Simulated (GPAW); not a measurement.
# A GW chain in GPAW: KBr (Fm-3m)

Wanted: ground state, empty states, screening and self-energy for KBr (Fm-3m).

Main program and level: GPAW 26.7.0; PBE and many-body steps on it, plane waves.

This is a report of a sequence of runs, with most program output left out.

## (1) The starting structure

The structure is cubic, space group Fm-3m (No. 225). Conventional cell: a = 6.600 Å, b = 6.600 Å, c = 6.600 Å, α = 90.00°, β = 90.00°, γ = 90.00°. Nearest to K lie 6 Br at 3.30 Å. Br has 6 K at 3.30 Å nearest. Farther neighbours and most contacts between anions are not listed.

The cell and positions come from the Crystallography Open Database and are kept as given unless a step says otherwise.

## (2) Ground state

This step: GPAW 26.7.0; DFT, PBE, plane waves, PAW.

The ground-state density comes first.

run.py

```python
import json
import numpy as np
from gpaw.mpi import world
from ase import Atoms
from gpaw import GPAW, PW, FermiDirac

atoms = Atoms(['K', 'Br'],
    cell=[[0.0000000000, 3.3000000000, 3.3000000000],
      [3.3000000000, 0.0000000000, 3.3000000000],
      [3.3000000000, 3.3000000000, 0.0000000000]],
    scaled_positions=[[0.0000000000, 0.0000000000, 0.0000000000],
      [0.5000000000, 0.5000000000, 0.5000000000]],
    pbc=(True, True, True))
calc = GPAW(mode=PW(450),
    xc='PBE',
    kpts={'size': (6, 6, 6), 'gamma': True},
    occupations=FermiDirac(0.001),
    nbands=-7,
    convergence={'density': 1e-6, 'bands': -3},
    maxiter=100,
    txt='gs.txt')
atoms.calc = calc
res = {'energy': atoms.get_potential_energy()}
kpts = calc.get_ibz_k_points()
res['kpts'] = kpts
res['eigenvalues'] = [calc.get_eigenvalues(kpt=k) for k in range(len(kpts))]
res['n_electrons'] = calc.get_number_of_electrons()
calc.write('gs.gpw')

if world.rank == 0:
    with open('result.json', 'w') as f:
        json.dump(res, f, default=lambda x: x.tolist())
```

On the command line:

```sh
$ mpirun -n 4 gpaw python run.py
```

Elapsed: 7.4 s, on 4 MPI ranks of Arm Neoverse V1, shared host; peak memory 0.62 GiB.

Numbers from this step:

```
total energy               : -6.361 eV
gap                        : 4.442 eV
k of the valence top       : 0, 0, 0
k of the conduction bottom : 0, 0, 0
least direct gap           : 4.442 eV
```

The gap is direct, at Γ.

## (3) Bands along the symmetry lines

The cheap functional maps the bands first; the places of the edges decide which points the dearer methods must see.

run.py

```python
import json
import numpy as np
from gpaw.mpi import world
from gpaw import GPAW

path = [[0.000000, 0.000000, 0.000000],
    [0.062500, 0.000000, 0.062500],
    [0.125000, 0.000000, 0.125000],
    [0.187500, 0.000000, 0.187500],
    [0.250000, 0.000000, 0.250000],
    [0.312500, 0.000000, 0.312500],
    [0.375000, 0.000000, 0.375000],
    [0.437500, 0.000000, 0.437500],
    [0.500000, 0.000000, 0.500000],
    [0.515625, 0.031250, 0.515625],
    [0.531250, 0.062500, 0.531250],
    [0.546875, 0.093750, 0.546875],
    [0.562500, 0.125000, 0.562500],
    [0.578125, 0.156250, 0.578125],
    [0.593750, 0.187500, 0.593750],
    [0.609375, 0.218750, 0.609375],
    [0.625000, 0.250000, 0.625000],
    [0.375000, 0.375000, 0.750000],
    [0.328125, 0.328125, 0.656250],
    [0.281250, 0.281250, 0.562500],
    [0.234375, 0.234375, 0.468750],
    [0.187500, 0.187500, 0.375000],
    [0.140625, 0.140625, 0.281250],
    [0.093750, 0.093750, 0.187500],
    [0.046875, 0.046875, 0.093750],
    [0.000000, 0.000000, 0.000000],
    [0.062500, 0.062500, 0.062500],
    [0.125000, 0.125000, 0.125000],
    [0.187500, 0.187500, 0.187500],
    [0.250000, 0.250000, 0.250000],
    [0.312500, 0.312500, 0.312500],
    [0.375000, 0.375000, 0.375000],
    [0.437500, 0.437500, 0.437500],
    [0.500000, 0.500000, 0.500000],
    [0.500000, 0.468750, 0.531250],
    [0.500000, 0.437500, 0.562500],
    [0.500000, 0.406250, 0.593750],
    [0.500000, 0.375000, 0.625000],
    [0.500000, 0.343750, 0.656250],
    [0.500000, 0.312500, 0.687500],
    [0.500000, 0.281250, 0.718750],
    [0.500000, 0.250000, 0.750000],
    [0.500000, 0.218750, 0.718750],
    [0.500000, 0.187500, 0.687500],
    [0.500000, 0.156250, 0.656250],
    [0.500000, 0.125000, 0.625000],
    [0.500000, 0.093750, 0.593750],
    [0.500000, 0.062500, 0.562500],
    [0.500000, 0.031250, 0.531250],
    [0.500000, 0.000000, 0.500000]]
calc = GPAW('gs.gpw').fixed_density(kpts=path,
    symmetry='off',
    nbands=18,
    convergence={'bands': 14},
    txt='bands.txt')
res = {}
kpts = calc.get_ibz_k_points()
res['kpts'] = kpts
res['eigenvalues'] = [calc.get_eigenvalues(kpt=k) for k in range(len(kpts))]
res['n_electrons'] = calc.get_number_of_electrons()

if world.rank == 0:
    with open('result.json', 'w') as f:
        json.dump(res, f, default=lambda x: x.tolist())
```

On the command line:

```sh
$ mpirun -n 4 gpaw python run.py
```

The job ended after 10 s (4 MPI ranks; peak memory 0.66 GiB).

This step gave:

| Property | Result |
| --- | --- |
| gap | 4.442 eV |
| k of the valence top | 0, 0, 0 |
| k of the conduction bottom | 0, 0, 0 |
| least direct gap | 4.442 eV |

The gap is 4.442 eV, as in the run before at this level.

The electronic bands at the labelled points (eV, zero at the top of the highest filled band; v1 is the highest filled band, c1 the lowest empty one):

```
    point      v4     v3     v2     v1    c1    c2    c3    c4
        Γ  -11.26   0.00   0.00   0.00  4.44  7.60  7.60  7.60
  halfway  -11.17  -0.70  -0.16  -0.16  5.91  6.54  8.82  9.03
        X  -11.30  -0.81  -0.29  -0.29  5.87  7.21  9.33  9.50
  halfway  -11.26  -0.78  -0.40  -0.30  6.08  7.47  9.11  9.49
        U  -11.19  -0.70  -0.64  -0.33  6.59  8.16  8.46  9.15
jump to K  -11.19  -0.70  -0.64  -0.33  6.59  8.16  8.46  9.15
  halfway  -11.11  -0.78  -0.24  -0.24  6.16  7.28  8.37  8.87
        Γ  -11.26   0.00   0.00   0.00  4.44  7.60  7.60  7.60
  halfway  -11.13  -0.67  -0.17  -0.17  5.69  7.49  8.30  8.30
        L  -11.01  -1.18  -0.33  -0.33  6.59  8.23  9.72  9.72
  halfway  -11.09  -0.96  -0.47  -0.36  7.01  7.80  8.89  9.29
        W  -11.16  -0.59  -0.59  -0.53  7.39  7.39  8.26  8.98
  halfway  -11.23  -0.75  -0.41  -0.38  6.29  7.66  8.73  9.38
        X  -11.30  -0.81  -0.29  -0.29  5.87  7.21  9.33  9.50
```

## (4) Empty states on the mesh, 4×4×4 mesh, 309 bands

The sums over transitions need many empty states on a uniform mesh; this step solves for them.

run.py

```python
import json
import numpy as np
from gpaw.mpi import world
from gpaw import GPAW

calc = GPAW('gs.gpw').fixed_density(kpts={'size': (4, 4, 4), 'gamma': True},
    parallel={'domain': 1, 'band': 1},
    txt='nscf.txt')
calc.diagonalize_full_hamiltonian(nbands=309)
calc.write('full.gpw', mode='all')
res = {}
kpts = calc.get_ibz_k_points()
res['kpts'] = kpts
res['eigenvalues'] = [calc.get_eigenvalues(kpt=k) for k in range(len(kpts))]
res['n_electrons'] = calc.get_number_of_electrons()

if world.rank == 0:
    with open('result.json', 'w') as f:
        json.dump(res, f, default=lambda x: x.tolist())
```

On the command line:

```sh
$ mpirun -n 4 gpaw python run.py
```

The job ended after 16 s (4 MPI ranks; peak memory 1.4 GiB).

This step gave:

```
gap                                                           : 4.442 eV
k of the valence top                                          : 0, 0, 0
k of the conduction bottom                                    : 0, 0, 0
least direct gap                                              : 4.442 eV
k points computed                                             : 8
lowest point of the top converged band, above the valence top : 146.1837 eV
```

On this mesh the gap is 4.442 eV.

## (5) Screening and self-energy, 4×4×4 mesh, 299 bands, screening to 150 eV

Now the one-shot GW correction: screening in the RPA, then the self-energy of the levels asked for.

This step: G0W0 on PBE, plane waves, PAW.

run.py

```python
import json
import numpy as np
from gpaw.mpi import world
from gpaw.response.g0w0 import G0W0

gw = G0W0('full.gpw',
    filename='gw',
    kpts=[0],
    bands=(6, 10),
    ecut=150,
    nbands=299,
    integrate_gamma='WS',
    ppa=True)
gw.calculate()
res = {mode: {k: v for k, v in r.items() if k != 'sigma_eskwn'}
       for mode, r in gw.all_results.items()}

if world.rank == 0:
    with open('result.json', 'w') as f:
        json.dump(res, f, default=lambda x: x.tolist())
```

On the command line:

```sh
$ mpirun -n 4 gpaw python run.py
```

The job ended after 96 s (4 MPI ranks; peak memory 1.4 GiB).

Numbers from this step:

- G0W0 gap on the points computed: 6.995 eV
- least direct G0W0 gap on the computed points: 6.995 eV
- Z at the valence top: 0.8236
- Z at the conduction bottom: 0.8724
- starting gap on the mesh: 4.442 eV
- k of the valence top: 0, 0, 0
- k of the conduction bottom: 0, 0, 0

The gap on the mesh goes from 4.44 eV to 7.00 eV, a correction of +2.55 eV.

Limits: finite bands, cutoff and mesh; no spin-orbit coupling. v1 is the top filled band, c1 the lowest empty one. The levels before and after the correction (eV, zero at the valence-band top of each column):

```
           conduction bottom  valence top
Kohn-Sham               4.44         0.00
     G0W0               7.00         0.00
```

```
             level  energy (eV)
Kohn-Sham  Γ v2-v1        0.000
Kohn-Sham     Γ c1        4.442
Kohn-Sham     Γ c2        7.602
     G0W0  Γ v2-v1        0.000
     G0W0     Γ c1        6.995
     G0W0     Γ c2       10.957
```

## (6) Where the time went

Times are wall times on 4 MPI ranks of Arm Neoverse V1, shared host, good to a factor of about two.

```
                          step   time  share  memory (GiB)
                  ground state  7.4 s    6 %          0.62
bands along the symmetry lines   10 s    8 %          0.66
      empty states on the mesh   16 s   12 %           1.4
     screening and self-energy   96 s   74 %           1.4
```

## (7) What came out

| Item | Value |
| --- | --- |
| PBE gap | 4.44 eV, direct |
| G0W0 gap on the mesh | 7.00 eV |
| GW settings | 4×4×4 mesh, 299 bands, screening to 150 eV, Godby-Needs plasmon pole |
| known limits | not at the basis limit; no spin-orbit coupling |

What this shows: G0W0 moves the gap on the mesh from 4.44 eV to 7.00 eV (+2.55 eV), with Z of 0.82 and 0.87 at the edges. Only 1 of the mesh's irreducible points was corrected, so a valley elsewhere could overtake. The dearest step here is «screening and self-energy». Bands and cutoff are finite, so the gap is not at the basis limit. The miss can reach some tenths of an eV and take either sign; the mesh is an error of its own. These stock PAW sets were not made for GW; the filled d or f shell of Br lies in the frozen core, which bears on start and correction. In the G0W0 run levels were corrected at 1 k point alone, so a gap called «on the mesh» is the least over those, and an edge elsewhere would be missed. The many-body steps are scalar-relativistic: spin-orbit coupling is not in them.

[Paths, hosts, dates, memory and timing lines, banners, echoed tables and standing remarks are left out of the program output.]

[Logs are printed without paths, hosts, clocks, repeated set-up lines and the standing remarks that a program may print on its own settings, such as how far it seeks lower states.]

[Runs of the session that timed out or met a known fault of the program may be left out.]

[Hosts, paths, dates, database ids (printed as entryN), source tags and the programs' standing remarks are cut or masked in the printed files.]
